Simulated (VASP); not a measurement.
Here is a VASP 6.6.1 calculation.

INCAR

```
SYSTEM = GaCuSe2
  ALGO = Normal
  EDIFF = 1E-6
  EDIFFG = -0.01
  ENCUT = 600
  GGA = PE
  IBRION = 2
  ISIF = 3
  ISMEAR = 0
  KPAR = 4
  LASPH = .True.
  LCHARG = .False.
  LREAL = .False.
  LWAVE = .False.
  NELM = 100
  NSW = 40
  PREC = Accurate
  SIGMA = 0.02
```

Contents of KPOINTS:

```
k-points
0
Gamma
  6 6 6
  0 0 0
```

The input POSCAR:

```
GaCuSe2
1.0
   -2.8095500000      2.8095500000      5.5130000000
    2.8095500000     -2.8095500000      5.5130000000
    2.8095500000      2.8095500000     -5.5130000000
Se Ga Cu
4 2 2
Direct
    0.1256200000      0.6250000000      0.0006200000
    0.8750000000      0.8743800000      0.4993800000
    0.6243800000      0.1250000000      0.9993800000
    0.3750000000      0.3756200000      0.5006200000
    0.2500000000      0.7500000000      0.5000000000
    0.5000000000      0.5000000000      0.0000000000
    0.7500000000      0.2500000000      0.5000000000
    0.0000000000      0.0000000000      0.0000000000
```

Potentials or basis: VASP PAW PBE potentials, release 64 (Se, Ga_d, Cu).

Launch:

```sh
$ cat potpaw_PBE.64/Se/POTCAR potpaw_PBE.64/Ga_d/POTCAR potpaw_PBE.64/Cu/POTCAR > POTCAR
$ mpirun -np 4 vasp_std > vasp.out
```

Q: What does it give for the relaxed cell?

A: a = 6.918 Å, b = 6.918 Å, c = 6.918 Å, α = 131.51°, β = 131.51°, γ = 71.00°.

Q: What does it give for the band gap on the k mesh?

A: 0.00 eV, direct.

Q: What does it give for the space group after relaxing (to 0.05 Å)?

A: I-42d (No. 122).

Q: Estimate the relaxed volume.

A: 22.72 Å³/atom.

Forces in eV/Å, atoms in the order of the input:
```
Se   0.000  0.005  0.000
Se  -0.005  0.000  0.000
Se   0.000 -0.005  0.000
Se   0.005  0.000  0.000
Ga   0.000  0.000  0.000
Ga   0.000  0.000  0.000
Cu   0.000  0.000  0.000
Cu   0.000  0.000  0.000
```

A hybrid or GW would open this gap; PBE tends to underestimate it. Zero-point motion and thermal expansion aren't in these numbers.
